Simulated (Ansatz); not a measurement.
A relaxation computed with Ansatz, from input to last step.

```yaml
crystal:
  lattice:
    - [2.1550270346, 2.1550270346, 0.0]
    - [-2.1550270346, 2.1550270346, 0.0]
    - [0.0, 0.0, 4.4150706151]
  atoms:
    - { symbol: Ta, position: [0.5, 0.5, 0.0] }
    - { symbol: Ta, position: [0.0, 0.0, 0.5] }
    - { symbol: "N", position: [0.0, 0.0, 0.0] }
    - { symbol: "N", position: [0.5, 0.5, 0.5] }
basis:
  ecutwfc: 420
kpoints:
  mp_grid: { grid: [16, 16, 12] }
hamiltonian:
  xc: pbesol
scf:
  occupations: { method: gaussian, width: 0.1 }
output:
  forces: true
  stress: true
  eigenvalues: true
relax:
  adjacent_minimum: "off"
  f_tol: 0.008
  max_steps: 40
  cell: { stress_tol: 0.015, fix: [a, b, gamma] }
```

```bash
ansatz run input.yaml --threads 1 --pin off --max-ram 2560MiB --backend cpu --events-out ev --progress --plain --runs-dir out
```

Method: DFT PBEsol, scalar-relativistic, plane waves, PAW (Ansatz 0.2.0).

Of 5 frames 4 are shown, positions in Å and forces in eV/Å; the SCF threshold varies from step to step. Steps run on the plane waves of an earlier cell, with a Pulay correction in the pressure. The basis is chosen afresh for the last frame, the zero of the energies, and at times for earlier ones too; energy and pressure step there, also at an unchanged geometry.

```xyz
4
Lattice="2.1550 2.1550 0.0000 -2.1550 2.1550 0.0000 0.0000 0.0000 4.4151" Properties=species:S:1:pos:R:3:forces:R:3 pbc="T T T" step=1 free_energy_over_end_meV_per_atom=0.09 pressure_GPa=8.47
Ta    0.0000    2.1550    0.0000    0.0000    0.0000    0.0000
Ta    0.0000    0.0000    2.2075    0.0000    0.0000    0.0000
N     0.0000    0.0000    0.0000    0.0000    0.0000    0.0000
N     0.0000    2.1550    2.2075    0.0000    0.0000    0.0000
4
Lattice="2.1550 2.1550 0.0000 -2.1550 2.1550 0.0000 0.0000 0.0000 4.4065" Properties=species:S:1:pos:R:3:forces:R:3 pbc="T T T" step=2 free_energy_over_end_meV_per_atom=-0.07 pressure_GPa=9.17
Ta    0.0000    2.1550    0.0000    0.0000    0.0000    0.0000
Ta    0.0000    0.0000    2.2032    0.0000    0.0000    0.0000
N     0.0000    0.0000    0.0000    0.0000    0.0000    0.0000
N     0.0000    2.1550    2.2032    0.0000    0.0000    0.0000
4
Lattice="2.1550 2.1550 0.0000 -2.1550 2.1550 0.0000 0.0000 0.0000 4.4065" Properties=species:S:1:pos:R:3:forces:R:3 pbc="T T T" step=3 free_energy_over_end_meV_per_atom=0.00 pressure_GPa=9.16
Ta    0.0000    2.1550    0.0000    0.0000    0.0000    0.0000
Ta    0.0000    0.0000    2.2032    0.0000    0.0000    0.0000
N     0.0000    0.0000    0.0000    0.0000    0.0000    0.0000
N     0.0000    2.1550    2.2032    0.0000    0.0000    0.0000
4
Lattice="2.1550 2.1550 0.0000 -2.1550 2.1550 0.0000 0.0000 0.0000 4.4064" Properties=species:S:1:pos:R:3:forces:R:3 pbc="T T T" step=5 free_energy_over_end_meV_per_atom=0.00 pressure_GPa=9.17
Ta    0.0000    2.1550    0.0000    0.0000    0.0000    0.0000
Ta    0.0000    0.0000    2.2032    0.0000    0.0000    0.0000
N     0.0000    0.0000    0.0000    0.0000    0.0000    0.0000
N     0.0000    2.1550    2.2032    0.0000    0.0000    0.0000
```

Time: 31 s on 1 thread of AMD EPYC 9R45 96-Core Processor (Zen 5), with other jobs on the host, peak memory 0.6 GiB.

Spin–orbit coupling is left out, which can shift energies with elements as heavy as these.